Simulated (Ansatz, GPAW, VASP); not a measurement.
**Pd: programs and potentials compared**

```
Pd
1.0
     0.00000    1.94650    1.94650
     1.94650    0.00000    1.94650
     1.94650    1.94650    0.00000
Pd
1
Direct
  0.00000 0.00000 0.00000
```

Alike in all runs: task band structure; functional PBE; k mesh 12 × 12 × 12; occupations fermi-dirac, width 0.05 eV; no spin polarisation; no spin-orbit coupling. Pressure is positive in compression and, in plane waves, holds the error of the finite cutoff, which Ansatz's Pulay term estimates and takes out.

```
                                program and potentials  plane-wave cutoff (eV)                                                                      notes  pressure (GPa)
        Ansatz, all-electron LAPW, scalar-relativistic                       -                                                                          -            6.85
                        VASP, PBE PAW files Pd, 500 eV                     500                                    10 valence electrons an atom on average            6.65
            GPAW, GPAW PAW data sets (gpaw-data 1.2.1)                     600                                    16 valence electrons an atom on average            6.90
                  VASP, PBE PAW files Pd_sv_GW, 600 eV                     600                                    18 valence electrons an atom on average            5.84
Ansatz, Ansatz PAW (files of its older set among them)                     720                                    18 valence electrons an atom on average            6.86
              Ansatz, PseudoDojo stringent (PBE files)                    1116  18 valence electrons an atom on average; Pulay term of +0.03 GPa included            6.84
```

The pressure spans 5.84 (VASP, PBE PAW files Pd_sv_GW, 600 eV) to 6.90 GPa (GPAW, GPAW PAW data sets (gpaw-data 1.2.1)), with all-electron results at 6.85.

Differences between rows come from potentials, basis sets and numerical settings, since the functional is the same but for its coding. Runs on potential files found faulty are left out.

The positive pressure in every row means that PBE would expand this cell, which lies close to the measured lattice constant of fcc palladium. This is the familiar underbinding of late 4d metals by PBE: its gradient correction favours inhomogeneous densities and so weakens the cohesion from d states and the sp electrons hybridised with them. Since the all-electron calculation gives 6.85 GPa, the expansion belongs to the functional rather than to the pseudisation.

The pressure does not follow the number of valence electrons. The 10-electron VASP set falls only slightly below the all-electron value, while the sets with 18 electrons include both close matches and the one clear outlier, 5.84 GPa. Treating the 4s and 4p semicore shells as valence therefore cannot by itself explain that deviation. Incomplete convergence of the stress for these compact orbitals is a plausible cause, though the construction of the data set may also contribute. Agreement in pressure at a single volume does not establish equal bulk moduli.
